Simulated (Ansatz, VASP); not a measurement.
Given: the input of a run of Ansatz 0.2.0 on SrO. 

File input.yaml:

```yaml
crystal:
  lattice:
    - [0.0, 2.5663, 2.5663]
    - [2.5663, 0.0, 2.5663]
    - [2.5663, 2.5663, 0.0]
  atoms:
    - { symbol: Sr, position: [0.5, 0.5, 0.5] }
    - { symbol: O, position: [0.0, 0.0, 0.0] }
hamiltonian:
  xc: pbe
  pseudopotentials: { kind: paw }
kpoints:
  mp_grid: { grid: [9, 9, 9] }
scf:
  occupations: { method: gaussian, width: 0.05 }
output:
  forces: true
  stress: true
  eigenvalues: true
```

Potentials or basis: Ansatz PAW.

Run with:

```console
$ ansatz run input.yaml --threads 2 --pin off --max-ram 5632MiB --backend cpu --events-out ev --progress --plain --runs-dir out
```

Question: Set up the same calculation for VASP 6.6.1. Potentials or basis there: PBE PAW files O, Sr_sv, 500 eV.

Answer: As run (cutoffs and basis follow the program's own potentials, and thresholds, step limits or extra output files can differ):

Contents of INCAR:

```
ALGO = Fast ; EDIFF = 1E-6
ENCUT = 500 ; GGA = PE
ISIF = 2 ; ISMEAR = 0
LASPH = T ; LCHARG = F
LREAL = F ; LWAVE = F
NELM = 60 ; PREC = Accurate
SIGMA = 0.05
```

Contents of KPOINTS:

```
k-points
0
Gamma
  9 9 9
```

File POSCAR:

```
SrO
1.0
    0.0000000000      2.5663000000      2.5663000000
    2.5663000000      0.0000000000      2.5663000000
    2.5663000000      2.5663000000      0.0000000000
Sr O
1 1
Direct
    0.5000000000      0.5000000000      0.5000000000
    0.0000000000      0.0000000000      0.0000000000
```

Potentials or basis: VASP PAW PBE potentials, release 64 (Sr_sv, O).

Run with:

```bash
$ cat potpaw_PBE.64/Sr_sv/POTCAR potpaw_PBE.64/O/POTCAR > POTCAR
$ mpirun -np 1 vasp_std > vasp.out
```

Both were run:

|  | Ansatz | VASP |
| --- | --- | --- |
| Pressure | 3.3 GPa | 3.9 GPa |

Ansatz's pressure holds a Pulay term of +0.37 GPa for its cutoff of 420 eV, which the other run lacks.

Where Ansatz's input types no cutoff or centring, it takes its own default and a Γ-centred mesh.

Pressure is positive in compression.
